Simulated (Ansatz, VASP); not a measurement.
Two plane-wave programs on LiF

The input INCAR:

```
PREC = Accurate
ENCUT = 520
EDIFF = 1E-6
ISMEAR = 0
SIGMA = 0.05
LREAL = False
LASPH = True
NELM = 100
ALGO = Normal
ISIF = 2
LWAVE = False
LCHARG = True
GGA = PE
LELF = True
LVHAR = True
NBANDS = 12
```

KPOINTS

```
Automatic mesh
0
Gamma
  12 12 12
```

The input POSCAR:

```
LiF
1.0
   -0.2126113725      1.9135023522      1.9135023522
    1.9135023522     -0.2126113725      1.9135023522
    1.9135023522      1.9135023522     -0.2126113725
Li F
1 1
Direct
    0.0000000000      0.0000000000      0.0000000000
    0.5000000000      0.5000000000      0.5000000000
```

Input for Ansatz:

```yaml
crystal:
  lattice:
    - [-0.2126113725, 1.9135023522, 1.9135023522]
    - [1.9135023522, -0.2126113725, 1.9135023522]
    - [1.9135023522, 1.9135023522, -0.2126113725]
  atoms:
    - { symbol: Li, position: [0.0, 0.0, 0.0] }
    - { symbol: F, position: [0.5, 0.5, 0.5] }
basis:
  ecutwfc: 420
kpoints:
  mp_grid: { grid: [12, 12, 12] }
hamiltonian:
  xc: pbe
scf:
  occupations: { method: gaussian, width: 0.05 }
output:
  forces: true
  stress: true
  eigenvalues: true
```

Alike in both runs: task single point; functional PBE; k mesh 12 × 12 × 12; occupations gaussian, width 0.05 eV; no spin polarisation.

```csv
,VASP,Ansatz
version,VASP 6.6.1,Ansatz 0.2.0
potentials or method,"VASP PAW PBE potentials, release 64 (Li_sv, F)","scalar-relativistic, plane waves, PAW"
plane-wave cutoff (eV),520,420
valence electrons in the cell,10,10
```

```tsv
	VASP	Ansatz	Ansatz less VASP
gap on the k mesh at the Fermi level (eV)	8.52	8.52	+0.001
least direct gap on the mesh (eV)	8.52	8.52	+0.001
```

 A k mesh can miss the band edges.
